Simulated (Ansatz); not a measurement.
ZnCu: from a trial structure to a relaxed crystal

Level of theory: Ansatz, DFT PBE, scalar-relativistic, plane waves, PAW. Cutoff 420 eV, Γ-centred k mesh, Gaussian smearing, no spin polarisation in the final step.

A relaxed cell is given with its space group left out.

```
CELL_PARAMETERS angstrom
2.66431 0.00000 0.00000
-1.33216 2.30736 0.00000
0.00000 0.00000 17.78732
ATOMIC_POSITIONS crystal
Zn 0.33333 0.66667 0.17538
Zn 0.66667 0.33333 0.67538
Zn 0.33333 0.66667 0.32462
Zn 0.66667 0.33333 0.82462
Cu 0.33333 0.66667 0.55721
Cu 0.66667 0.33333 0.05721
Cu 0.33333 0.66667 0.94279
Cu 0.66667 0.33333 0.44279
```

The zero of energy is the elements' standard structures at the same level; no fitted shifts are applied.

Q: What space group does it have?

A: P6_3/mmc (No. 194). Conventional cell: a = 2.664 Å, c = 17.787 Å. Zn is coordinated by 3 Cu at 2.60 Å and 7 Zn at 2.65–2.66 Å; Cu has 9 Cu at 2.55–2.66 Å and 3 Zn at 2.60 Å.

Q: What is its formation energy per atom?

A: 0.03 eV/atom.

Q: Is it a metal?

A: Yes, bands cross the Fermi level on the 18×18×2 mesh.

The final run used a 18×18×2 mesh on its 8-atom cell and 0.10 eV smearing. For metals, differences of a few meV/atom aren't resolved. The cell came from a trial start, so ZnCu may not exist in this structure.